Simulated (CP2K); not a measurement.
Crystal: BN.

```
CELL_PARAMETERS angstrom
2.50804 0.00000 0.00000
-1.24671 2.17623 0.00000
-0.63067 -1.08812 3.02254
ATOMIC_POSITIONS crystal
N 0.66851 0.33238 0.98500
B 0.97964 0.98350 0.00181
```

The cell comes from a database or a generator and needn't be the stable form of this composition.

Program: CP2K 2026.2. Alike in all runs: task band structure; no spin polarisation; cell as given; k mesh 13 × 13 × 9.

Question: Order these runs on this cell by their pressure, lowest first.
A. level r2SCAN; potentials or basis POTENTIAL_UZH N GTH-SCAN-q5, B GTH-SCAN-q3; TZVP-MOLOPT-SCAN-GTH basis; smearing fermi-dirac 0.0259 eV; EPS_DEFAULT 1.0E-9; NGRIDS 4; points a segment of the path (NPOINTS) 6; bands added on the path 4; CUTOFF of the grids 675 Ry
B. level PBEsol; potentials or basis POTENTIAL_UZH N GTH-PBE-q5, B GTH-PBE-q3; TZVP-MOLOPT-PBE-GTH basis; smearing fermi-dirac 0.0259 eV; EPS_DEFAULT 1.0E-10; NGRIDS 5; points a segment of the path (NPOINTS) 8; bands added on the path 2; CUTOFF of the grids 450 Ry
C. level LDA; potentials or basis GTH_POTENTIALS N GTH-PADE-q5, B GTH-PADE-q3; TZVP-MOLOPT-PBE-GTH basis; smearing fermi-dirac 0.05 eV; EPS_DEFAULT 1.0E-9; NGRIDS 5; points a segment of the path (NPOINTS) 10; bands added on the path 6; CUTOFF of the grids 450 Ry

Answer: C (-4.1 GPa), A (0.3 GPa), B (3.8 GPa).

Caveats: the basis of atomic orbitals isn't converged, which shifts pressures, moduli and gaps; the potentials were made for another functional, which shifts forces and pressure (some runs).

Runs at the PBE level aren't shown here.
